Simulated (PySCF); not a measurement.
Molecule: `InChI=1S/C3H8S/c1-2-3-4/h4H,2-3H2,1H3`.

Geometry:
| atom | x (Å) | y (Å) | z (Å) |
| --- | --- | --- | --- |
| C1 | -1.579 | -0.144 | -0.031 |
| C2 | -0.113 | -0.540 | 0.066 |
| C3 | 0.826 | 0.607 | -0.269 |
| S4 | 2.591 | 0.170 | -0.240 |
| H5 | -1.840 | 0.180 | -1.052 |
| H6 | -1.818 | 0.688 | 0.650 |
| H7 | -2.238 | -0.986 | 0.228 |
| H8 | 0.104 | -1.385 | -0.608 |
| H9 | 0.111 | -0.902 | 1.085 |
| H10 | 0.651 | 1.471 | 0.392 |
| H11 | 0.651 | 0.961 | -1.298 |
| H12 | 2.656 | -0.120 | 1.078 |

Geometry PBE0-D3(BJ)/def2-SVP throughout; GIAO in PySCF, gas phase, one conformer, non-relativistic; equivalent atoms averaged; basis pcSseg-2.

For orientation, KT2 gives these shifts δ (against TMS, CS2 at the same level): C2 38.3, C3 35.1, C1 16.3, S4 -41.2, H10/H11 2.36, H12 1.48, H8/H9 1.60, H5/H6/H7 0.96 ppm.

A run gave: C2 35.7, C3 33.9, C1 16.4, S4 -60.7, H10/H11 2.23, H12 1.49, H8/H9 1.54, H5/H6/H7 0.93 ppm (shifts δ (against TMS, CS2 at the same level)).

Question: Which functional was used in that run?
A. B3LYP
B. B97-2
C. BLYP
D. mPW1PW91
E. PBE

Answer: D. S4 tells them apart best: mPW1PW91 gives -60.7, B3LYP gives -39.7, PBE gives -44.1, B97-2 gives -54.4, BLYP gives -23.3 ppm.
